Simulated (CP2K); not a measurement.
Runs of CP2K 2026.2 on Zr. It takes space group P6_3/mmc (No. 194, hexagonal). Conventional cell: a = 3.232 Å, b = 3.232 Å, c = 5.147 Å, α = 90.00°, β = 90.00°, γ = 120.00°. Around Zr (site symmetry -6m2) lie 12 Zr at 3.18 to 3.23 Å. 

| level | potentials or basis | smearing | basis sets | potentials | points a segment of the path (NPOINTS) | bands added on the path | CUTOFF of the grids | gap on the mesh (eV) | pressure (GPa) |
| --- | --- | --- | --- | --- | --- | --- | --- | --- | --- |
| r2SCAN | POTENTIAL_UZH Zr GTH-SCAN-q12; TZVP-MOLOPT-SCAN-GTH basis | fermi-dirac 0.1 eV | Zr TZVP-MOLOPT-SCAN-GTH-q12 | Zr GTH-SCAN-q12 of POTENTIAL_UZH | 8 | 4 | 700 Ry | none | (a) |
| TB-mBJ | POTENTIAL_UZH Zr GTH-PBE-q12; TZVP-MOLOPT-PBE-GTH basis | fermi-dirac 0.05 eV | Zr TZVP-MOLOPT-PBE-GTH-q12 | Zr GTH-PBE-q12 of POTENTIAL_UZH | 6 | 2 | 700 Ry | none | - |
| LDA | GTH_POTENTIALS Zr GTH-PADE-q12; TZVP-MOLOPT-PBE-GTH basis | fermi-dirac 0.01 eV | Zr TZVP-MOLOPT-PBE-GTH-q12 | Zr GTH-PADE-q12 of GTH_POTENTIALS | 10 | 2 | 450 Ry | none | -6.3 |
| PBEsol | POTENTIAL_UZH Zr GTH-PBE-q12; TZVP-MOLOPT-PBE-GTH basis | fermi-dirac 0.0259 eV | Zr TZVP-MOLOPT-PBE-GTH-q12 | Zr GTH-PBE-q12 of POTENTIAL_UZH | 10 | 2 | 450 Ry | none | -2.4 |

Alike in all rows: task band structure; no spin polarisation; cell as given; k mesh 9 × 9 × 5.

**Question.** Fill in the values left out.

**Answer.** (a) 2.3.

Caveats: the basis of atomic orbitals isn't converged, which shifts pressures, moduli and gaps; the potentials were made for another functional, which shifts forces and pressure (some runs); this is a model potential without an energy functional, so only levels have meaning (some runs).

A k mesh can miss the band edges, and the runs leave out spin-orbit coupling on Zr.

A gap of «none» marks a metal or a gap under the smearing width.

Runs at the PBE level aren't shown here.
